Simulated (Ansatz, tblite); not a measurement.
# InAs with GFN2-xTB from a Python script

These are simulated results from tblite 0.8.0, not measurements. The cell was built from a prototype and was relaxed with r2SCAN in plane waves (Ansatz 0.2.0). Not every such cell is a known phase. All runs are without spin polarisation.

Space group F-43m (No. 216), cubic; a = 6.109 Å in the conventional setting, 28.50 Å³ an atom. Around In lie 4 As at 2.65 Å; around As lie 4 In at 2.65 Å.

tblite solves periodic systems at the zone centre alone, so the script builds a cluster of 2×2×2 conventional cells (64 atoms), which folds in a coarse mesh of k points.

Input script:

```python
import json
from ase import Atoms
from ase.build import make_supercell
from ase.units import Bohr, GPa, Hartree
from tblite.interface import Calculator

atoms = Atoms(['In', 'As'],
              cell=[[0.0, 3.05459, 3.05459], [3.05459, 0.0, 3.05459], [3.05459, 3.05459, 0.0]],
              scaled_positions=[[-0.0, 0.0, 0.0], [0.25, 0.25, 0.25]],
              pbc=True)
cluster = make_supercell(atoms, [[-2, 2, 2], [-2, -2, 2], [2, -2, 2]])
calc = Calculator('GFN2-xTB', cluster.numbers, cluster.positions / Bohr, lattice=cluster.cell[:] / Bohr, periodic=cluster.pbc)
calc.set('temperature', 0.02 / Hartree)
calc.set('max-iter', 150)
res = calc.singlepoint()
levels = res.get('orbital-energies') * Hartree
nv = round(res.get('orbital-occupations').sum() / 2)
cells = len(cluster) // len(atoms)
out = {'energy_per_cell': res.get('energy') * Hartree / cells, 'homo': levels[nv - 1], 'lumo': levels[nv],
       'stress': (-res.get('virial') * Hartree / cluster.get_volume() / GPa).tolist(), 'charges': res.get('charges')[:len(atoms)].tolist(), 'electrons': 2 * nv / cells}
json.dump(out, open('results.json', 'w'))
for key, value in out.items():
    print(key, value)
```

Command: `python run.py`. It took 6 s on 1 thread of Arm Neoverse V1 (shared host), peak memory 0.14 GiB.

What it printed:

```
------------------------------------------------------------
  cycle        total energy    energy error   density error
------------------------------------------------------------
      1     -113.6966906105  -1.1401588E+02   1.6525153E-01
      2     -115.0665876870  -1.3698971E+00   1.6345976E-01
      3     -116.1190994795  -1.0525118E+00   8.0457166E-02
      4     -116.1136877267   5.4117528E-03   3.4599013E-02
      5     -116.1503792454  -3.6691519E-02   5.3104068E-03
      6     -116.1505618476  -1.8260224E-04   3.6066882E-03
      7     -116.1503711677   1.9067995E-04   5.9095798E-03
      8     -116.1506632899  -2.9212225E-04   1.9451925E-04
      9     -116.1506636490  -3.5904009E-07   1.3236695E-04
     10     -116.1506639136  -2.6463495E-07   7.3541605E-05
     11     -116.1506639650  -5.1366541E-08   5.8290340E-05
     12     -116.1506640224  -5.7467545E-08   3.2024750E-05
     13     -116.1506640151   7.3439139E-09   3.2385467E-05
     14     -116.1506640270  -1.1908455E-08   1.6391767E-05
------------------------------------------------------------

 total:                                   5.325 sec
energy_per_cell -98.76939236955005
homo -8.852796654562992
lumo -8.852796654507102
stress [[5.249778981042635, -1.3104526966500534e-06, 1.3104515597260785e-06], [-1.310452696557532e-06, 5.249778981042493, 1.310454860308902e-06], [1.3104515597525351e-06, 1.3104548603255128e-06, 5.249778981042561]]
charges [-0.04784464920710896, 0.047817875879183236]
electrons 8.0
```

The cycle table is in hartree for the whole cluster, and the lines after it are in eV (the energy for one cell). The printed stress is in GPa and positive in compression, and the pressure is its mean diagonal.

GFN2-xTB gives no gap at the points read. On the same cell, plane-wave PBE (Ansatz, 8×8×8 k points and the special points) gives no gap at the points read and r2SCAN a gap of 0.08 eV; on shared hosts these took about 3.9 and 10 core-seconds on the 2-atom cell, against 6 for the script. Semilocal gaps usually lie below measured ones.

The same script was run on cells scaled at fixed shape and fractional coordinates:

```tsv
volume (Å³/atom)	energy (meV/atom)	pressure (GPa, positive in compression)	gap (eV)
25.08	186.2	12.20	1.04
26.79	79.1	9.86	0.00
28.50	0.0	5.25	0.00
30.21	-37.0	2.67	0.00
31.92	-45.3	-0.31	0.00
```

The pressure crosses zero near 31.7 Å³/atom, but the curve is too rough for a fit.

xTB was fitted mostly to molecules, and a small cluster samples few k points, so gaps, pressures and kinks along a curve can be far from a solid's.

No spin-orbit coupling is included; it can move band edges with weight on the heavy atoms by tenths of an eV.
